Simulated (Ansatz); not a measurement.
All numbers below come from DFT PBE, scalar-relativistic, plane waves, PAW (Ansatz). All cells share a 420 eV cutoff and Γ-centred k meshes spaced at most about 0.3 Å⁻¹ (about 0.25 or finer for metals, 2π included). No spin polarisation.

Temperature and zero-point effects are left out.

Question: Order these relaxed structures of SiGe₅ by energy, lowest first, with the energy over the lowest of them.
A.

```
CELL_PARAMETERS angstrom
4.84346 0.00000 0.00000
-2.42173 4.19456 0.00000
0.00000 0.00000 5.53559
ATOMIC_POSITIONS crystal
Si 0.00000 0.00000 0.50000
Ge 0.66667 0.33333 0.74591
Ge 0.00000 0.00000 0.00000
Ge 0.66667 0.33333 0.25409
Ge 0.33333 0.66667 0.25409
Ge 0.33333 0.66667 0.74591
```

B.

```
CELL_PARAMETERS angstrom
-2.87795 2.87795 3.76889
2.87795 -2.87795 3.76889
2.87795 2.87795 -3.76889
ATOMIC_POSITIONS crystal
Si 0.50000 0.50000 0.00000
Ge 0.00000 0.00000 0.50000
Ge 0.50000 0.50000 0.50000
Ge 0.00000 0.50000 0.00000
Ge 0.50000 0.00000 0.00000
Ge 0.00000 0.00000 0.00000
```

Answer: B (0 meV/atom), A (27 meV/atom). Forms: B I4/mmm; A P6/mmm. Counting Ge atoms around Si (those within 1.25 times the shortest such distance or 1.15 times the sum of covalent radii, 1.27 where that leaves under three; a plus sign parts nearer from farther groups; the shortest distance is added where it exceeds 1.18 times the sum of covalent radii): B has Si 8 from 2.8 Å; A has Si 2+12 from 2.8 Å. Both come from invented guesses. The lowest form computed isn't among them: it has Si and Ge ordered on diamond sites, space group Imm2 (No. 44), 23.2 Å³/atom and lies 0.37 eV/atom below the best shown. Even the lowest of the cells shown lies +0.38 eV/atom against the elements.

The k mesh leaves some 4 meV/atom of noise in the energy of each metallic cell. Cells relaxed within their symmetry can be saddle points. Some candidate types were left out of the draw beforehand, so a known form may be missing.
